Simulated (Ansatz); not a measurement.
**Bands of Ta**

```
Ta
1.0
     0.00000    3.05330    3.05330
     3.05330    0.00000    3.05330
     3.05330    3.05330    0.00000
Ta
2
Direct
  0.00000 0.00000 0.00000
  0.25000 0.25000 0.25000
```

Atom numbers follow the list: Ta1, Ta2.

The structure comes from a relaxation in the same program, started in the diamond type, and has space group Fd-3m. Whether it is a known phase or the ground state wasn't checked.

Spin–orbit coupling is left out, though it moves levels of the heavy atoms by tenths of an eV or more.

The calculation used Ansatz 0.2.0, DFT, PBE, all-electron LAPW, scalar-relativistic.

Numerical set-up: a Γ-centred 9×9×9 k mesh, Fermi–Dirac smearing of 0.03 eV, basis error target 0.25 meV/atom, no spin polarisation.

Points in fractions of the reciprocal vectors of this cell: Γ (0, 0, 0), X (0.5, 0, 0.5), U (0.625, 0.25, 0.625), K (0.375, 0.375, 0.75), L (0.5, 0.5, 0.5), W (0.5, 0.25, 0.75). The path joins them by straight lines in the order Γ–X–U–K–Γ–L–W–X; legs that retrace an earlier one aren't tabulated. Energies are in eV from the Fermi level.

**Question.** Is there a gap?

**Answer.** none: bands cross the Fermi level, a metal.

**Question.** List the levels between -14 and 5 eV at the symmetry points.

**Answer.** 
Γ: -5.56, -0.95 (×2), -0.29 (×3), 2.01 (×3)
X: -1.91 (×2), -1.06 (×2), -0.23 (×2), 1.81 (×2), 4.25 (×2)
U: -2.10, -1.59, -1.55, -0.80, -0.64, 0.96, 1.28, 1.67, 3.01, 4.41
K: -2.10, -1.59, -1.55, -0.80, -0.64, 0.96, 1.28, 1.67, 3.01, 4.41
L: -3.15, -1.15, -0.83 (×2), -0.34 (×2), -0.15, 3.15 (×2), 4.74 (×2), 4.94
W: -1.92 (×2), -1.22 (×2), 0.68 (×2), 0.86 (×2), 4.60 (×2), 4.83 (×2)
